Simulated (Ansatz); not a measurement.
**Which way does LiBr + RbCl ⇌ LiCl + RbBr run?**

Plane-wave DFT in Ansatz with scalar-relativistic PAW potentials, cutoff 420 eV, Γ-centred meshes chosen by cell and gap, Gaussian smearing with energies taken to zero width. Every cell was relaxed (cell and atoms) in a run of its own, within the symmetry of its start. Functional: PBEsol.

Total energies hold large constants for each element; a whole number of eV per atom of each element is taken off below, which cancels in a balanced reaction.

| compound | lowest structure computed | structures tried | V (Å³/atom) | gap on mesh (eV) | E (eV per formula unit, common shift removed) |
| --- | --- | --- | --- | --- | --- |
| LiBr | Fm-3m | 2 | 19.81 | 4.98 | -3.5873 |
| RbCl | Fm-3m | 2 | 34.97 | 4.90 | -3.6822 |
| LiCl | Fm-3m | 2 | 16.22 | 6.35 | -3.4814 |
| RbBr | Fm-3m | 2 | 40.18 | 4.22 | -3.9501 |

Problem. Work out the reaction energy at 0 K.

Solution. ΔE = E(LiCl) + E(RbBr) − E(LiBr) − E(RbCl) = -0.162 eV, or -16 kJ per mole of reaction (-40 meV/atom). The right side is lower: Li takes Cl and Rb takes Br. Pauling's electronegativities (Rb 0.82, Li 0.98; Br 2.96, Cl 3.16) would pair Rb with Cl, the most ionic bond; the result goes the other way, so matching of sizes, lattice energies or covalent bonding outweigh it. The smaller cation ends with the smaller anion, the pairing that gives the greater sum of ionic lattice energies, which go as 1/(r₊ + r₋). All four are computed as solids; where they are solids at ordinary conditions entropy changes little. A lower structure that wasn't tried would shift the value, and mixed crystals may lie lower than either side.